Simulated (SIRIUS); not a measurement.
Pt: single point with PBEsol

Crystal: Pt.

```xyz
1
Lattice="0.0000 1.9609 1.9609 1.9609 0.0000 1.9609 1.9609 1.9609 0.0000" Properties=species:S:1:pos:R:3 pbc="T T T"
Pt    0.0000    0.0000    0.0000
```

```
Program                                     : SIRIUS 7.12.0
Task                                        : single point
Functional                                  : PBEsol
Potentials or basis                         : PseudoDojo 0.4.1 PBEsol standard (scalar relativistic)
Cutoff                                      : 1152 eV
Density cutoff                              : 4606 eV
k mesh                                      : 12 × 12 × 12
Occupations                                 : fermi-dirac, width 0.05 eV
Spin                                        : no spin polarisation
Libxc names                                 : ["XC_GGA_X_PBE_SOL", "XC_GGA_C_PBE_SOL"]
Energy tol                                  : 1e-08 Ha
Density tol                                 : 1e-06
Mixer                                       : anderson
Mixing beta                                 : 0.7
Max scf                                     : 100
Radial cutoff for the potentials' integrals : 6.5 bohr
```

The pressure is -1.2 GPa and the band gap on the k mesh is none (metal or under the smearing width).

It took 20 s on 1 thread of Intel(R) Xeon(R) 6975P-C (Granite Rapids), on a shared host, peak memory 0.26 GiB.

The run has no spin-orbit coupling, so splittings on Pt are missing.
